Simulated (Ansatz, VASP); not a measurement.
**PbS: VASP beside Ansatz**

The input INCAR:

```
SYSTEM = PbS
PREC = Accurate
ENCUT = 520
EDIFF = 1E-8
ISMEAR = -1
SIGMA = 0.08
LREAL = .FALSE.
LASPH = .TRUE.
NELM = 100
ALGO = Normal
ISIF = 2
LWAVE = .FALSE.
LCHARG = .FALSE.
GGA = PE
LEFG = .TRUE.
NBANDS = 17
```

The input KPOINTS:

```
regular mesh
0
G
  11 11 11
  0 0 0
```

POSCAR

```
PbS
1.0
    3.7988057422      0.0000000000      0.0000000000
    0.0000000000      3.7988057422      0.0000000000
    0.0000000000      0.0000000000      3.6526978290
Pb S
1 1
Direct
    0.0000000000      0.0000000000      0.0000000000
    0.5000000000      0.5000000000      0.5000000000
```

Input for Ansatz:

```yaml
crystal:
  lattice:
    - [3.7988057422, 0.0, 0.0]
    - [0.0, 3.7988057422, 0.0]
    - [0.0, 0.0, 3.652697829]
  atoms:
    - { symbol: Pb, position: [0.0, 0.0, 0.0] }
    - { symbol: S, position: [0.5, 0.5, 0.5] }
kpoints:
  mp_grid: { grid: [11, 11, 11] }
scf:
  occupations: { method: fermi_dirac, width: 0.08 }
hamiltonian:
  xc: pbe
  pseudopotentials: { kind: paw }
output:
  forces: true
  stress: true
  eigenvalues: true
  efg: { contact_densities: true }
```

Change from the starting cell: x and y stretched by +4 %, z held, PAW files.

Alike in both runs: task electric field gradients; functional PBE; k mesh 11 × 11 × 11; occupations fermi-dirac, width 0.08 eV; no spin polarisation.

|  | VASP | Ansatz |
| --- | --- | --- |
| version | VASP 6.6.1 | Ansatz 0.2.0 |
| potentials or method | VASP PAW PBE potentials, release 64 (Pb_d, S) | PAW with Ansatz's default frozen-core files, scalar-relativistic |
| plane-wave cutoff (eV) | 520 | 420 |
| valence electrons in the cell | 20 | 20 |

```tsv
	VASP	Ansatz	Ansatz less VASP
pressure (GPa)	-3.7	-3.7	+0.06
largest component of the traceless stress (GPa)	2.00	2.00	0.000
Vzz of the field gradient on the site that differs most (V/Å²)	-20.4	-15.0	+5.32
```

Ansatz warned: «gradients_without_spin_orbit».

The runs have no spin-orbit coupling, so splittings on Pb are missing.
